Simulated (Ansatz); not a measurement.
**ZnS: random displacements**

All numbers below come from Ansatz, DFT LDA, scalar-relativistic, plane waves, PAW. Settings: plane waves to 420 eV, k-mesh 6×6×6 (Γ-centred), Gaussian smearing 0.05 eV. No spin polarisation. Energies are free energies at this smearing, counted from the undisturbed cell; pressure is positive in compression.

The undisturbed cell (as given, not relaxed at this level):

```
Zn S
1.0
     5.40930    0.00000    0.00000
     0.00000   -5.40930    0.00000
     0.00000    0.00000   -5.40930
Zn S
4 4
Cartesian
  0.0000 -2.7046 -2.7046
  2.7046 0.0000 -2.7046
  2.7046 -2.7046 0.0000
  0.0000 0.0000 0.0000
  4.0570 -4.0570 -4.0570
  1.3523 -1.3523 -4.0570
  1.3523 -4.0570 -1.3523
  4.0570 -1.3523 -1.3523
```

The atoms are displaced (Å, in the unstrained cell):

```csv
atom,ux,uy,uz
Zn1,-0.128,-0.062,-0.260
Zn2,-0.003,0.026,0.093
Zn3,0.149,0.045,0.058
Zn4,-0.091,0.065,-0.084
S5,0.099,-0.265,-0.170
S6,-0.009,0.141,0.022
S7,-0.242,0.110,0.357
S8,0.224,-0.061,-0.016
```

The cell is not strained.

Problem. What are the energy change, the stress and the forces?

Solution. ΔE = 252.6 meV/atom; stress (xx, yy, zz, yz, xz, xy; compression positive) (-1.63, -1.12, -1.64, 1.01, -3.42, 0.80) GPa; gap on the mesh 1.43 eV.
```tsv
atom	Fx (eV/Å)	Fy	Fz
Zn1	0.89	0.07	0.49
Zn2	-0.20	-0.07	0.36
Zn3	-0.59	0.04	-0.04
Zn4	1.47	-3.16	-0.74
S5	-3.09	2.75	3.34
S6	0.40	-1.02	0.08
S7	2.84	1.60	-3.00
S8	-1.72	-0.22	-0.49
```

Cost: 1 run of about 0.65 core-minutes, on Intel Xeon 6975P-C (Granite Rapids) (shared hosts).